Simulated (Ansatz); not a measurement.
Reaction (hydrogen abstraction from the Si–H bond): `C#C[SiH](Cl)Cl` + `F[C](F)F`• → `C#C[Si](Cl)Cl`• + `FC(F)F`

Gas-phase electronic energies from Ansatz, PBE0-D4/def2-TZVP geometries. CCSD(T)/CBS is the MP2 limit (def2-TZVPP, def2-QZVPP) plus CCSD(T) − MP2 in def2-TZVPP, frozen cores. This one scheme is used for every species. DFT in def2-TZVPP. B3LYP here is the variant with VWN-RPA as its local correlation; programs differ in this. HSE06 is defined as in plane-wave codes. No spin–orbit coupling; open shells (•) take unrestricted orbitals.

```
             level  ΔE (kcal/mol)  difference from CCSD(T)/CBS
       LDA (SPW92)          -19.9                         -3.8
         revPBE-D4          -17.6                         -1.5
           BLYP-D4          -16.9                         -0.8
         r2SCAN-D4          -15.9                          0.2
            B97M-V          -17.0                         -0.9
           PBE0-D4          -16.9                         -0.8
          B3LYP-D4          -16.3                         -0.2
        r2SCAN0-D4          -15.3                          0.8
          HSE06-D4          -17.0                         -0.9
          BHLYP-D4          -14.9                          1.2
      CAM-B3LYP-D4          -15.3                          0.8
           ωB97X-V          -14.4                          1.7
           ωB97M-V          -15.7                          0.4
            B2PLYP          -16.0                          0.1
          PBE-QIDH          -16.1                          0.0
               PBE          -17.9                         -1.8
            revPBE          -17.4                         -1.3
              BLYP          -16.8                         -0.7
            r2SCAN          -15.9                          0.2
              PBE0          -16.9                         -0.8
             B3LYP          -16.3                         -0.2
           r2SCANh          -15.7                          0.4
           r2SCAN0          -15.3                          0.8
             HSE06          -17.0                         -0.9
             BHLYP          -14.8                          1.3
         CAM-B3LYP          -15.3                          0.8
           LC-ωPBE          -14.7                          1.4
RPA@PBE/def2-TZVPP          -16.2                         -0.1
       HF/def2-SVP          -11.8                          4.3
     CCSD/def2-SVP          -15.0                          1.1
     HF/def2-TZVPP          -11.3                          4.8
SCS-MP2/def2-TZVPP          -14.4                          1.7
   CCSD/def2-TZVPP          -15.7                          0.4
CCSD(T)/def2-TZVPP          -16.1                          0.0
     HF/def2-QZVPP          -11.1                          5.0
    MP2/def2-QZVPP          -15.0                          1.1
SCS-MP2/def2-QZVPP          -14.4                          1.7
      HF/CBS(def2)          -11.1                          5.0
     MP2/CBS(def2)          -15.1                          1.0
    CCSD/CBS(def2)          -15.7                          0.4
       CCSD(T)/CBS          -16.1                            0
```

Largest T1 diagnostic among the species: 0.019.

From BLYP to BHLYP (50 % exact exchange), in def2-TZVPP and without D4, ΔE moves by +2.0 kcal/mol. Leaving LDA and LC-ωPBE aside and taking each functional with its dispersion term where it has one, the values, not all of them listed here, spread over 3.5 kcal/mol, from PBE-D4 to ωB97X-V. LDA lies −2.0 kcal/mol from PBE without D4.

CCSD(T)/CBS has its own doubt, a few kJ/mol and more with outer-core shells, so smaller differences from it don't rank the levels.
